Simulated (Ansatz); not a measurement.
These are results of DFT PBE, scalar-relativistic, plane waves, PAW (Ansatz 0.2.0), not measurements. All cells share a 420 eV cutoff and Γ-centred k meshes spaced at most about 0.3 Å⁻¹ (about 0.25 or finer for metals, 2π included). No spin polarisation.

All energies are static (0 K, no zero-point motion).

Compare these two cells of B2As3, each relaxed at this level.

1.

```
CELL_PARAMETERS angstrom
3.42681 0.00000 0.00000
-1.71341 2.96771 0.00000
0.00000 0.00000 15.32296
ATOMIC_POSITIONS crystal
B 0.66667 0.33333 0.80925
B 0.00000 0.00000 0.62883
B 0.33333 0.66667 0.19075
B 0.00000 0.00000 0.37117
As 0.66667 0.33333 0.95028
As 0.00000 0.00000 0.76623
As 0.33333 0.66667 0.58447
As 0.33333 0.66667 0.04972
As 0.00000 0.00000 0.23377
As 0.66667 0.33333 0.41553
```

2.

```
CELL_PARAMETERS angstrom
1.71483 0.99006 15.62633
-1.71483 0.99006 15.62633
0.00000 -1.98011 15.62633
ATOMIC_POSITIONS crystal
B 0.60454 0.60454 0.60454
B 0.87865 0.87865 0.87865
B 0.39547 0.39547 0.39547
B 0.12135 0.12135 0.12135
As 0.65054 0.65054 0.65054
As 0.92380 0.92380 0.92380
As 0.19776 0.19776 0.19776
As 0.34946 0.34946 0.34946
As 0.07620 0.07620 0.07620
As 0.80224 0.80224 0.80224
```

Question: Which would you expect to be lower, and how large is the difference?

Answer: Cell 1 is lower, by 18 meV/atom. Cell 1 has space group P-3m1 (No. 164), 15.6 Å³/atom and no gap on its mesh; cell 2 has space group R-3m (No. 166), 15.9 Å³/atom and no gap. Cell 1 and cell 2 both hold As–As nets. Even the lower one lies +0.26 eV/atom against the reference forms of the elements (uncorrected), so neither is stable at this level. In cell 1, B on its first site has 4 As at 2.09–2.16 Å; B on its second site is surrounded by 4 As at 2.09–2.11 Å; As on its first site is surrounded by 1 B at 2.16 Å and 3 As at 2.50 Å; 2 more sites not described. In cell 2, B on its first site has 4 As at 2.09–2.16 Å; B on its second site is surrounded by 4 As at 2.09–2.12 Å; As on its first site has 1 B at 2.16 Å and 3 As at 2.49 Å; 2 more sites not described. Both come from invented guesses. The lowest form computed isn't among them: it has B and As ordered on diamond sites, space group P-1 (No. 2), 15.5 Å³/atom and lies 48 meV/atom below the best shown.

The k mesh leaves some 4 meV/atom of noise in the energy of each metallic cell. No dispersion correction is applied, so the spacing and binding between layers, chains or molecules are poorly described (P-3m1, R-3m), and this can change margins and order among such cells. Cells relaxed within their symmetry can be saddle points. Some types were kept out of the candidates beforehand, so the set may lack a known form.
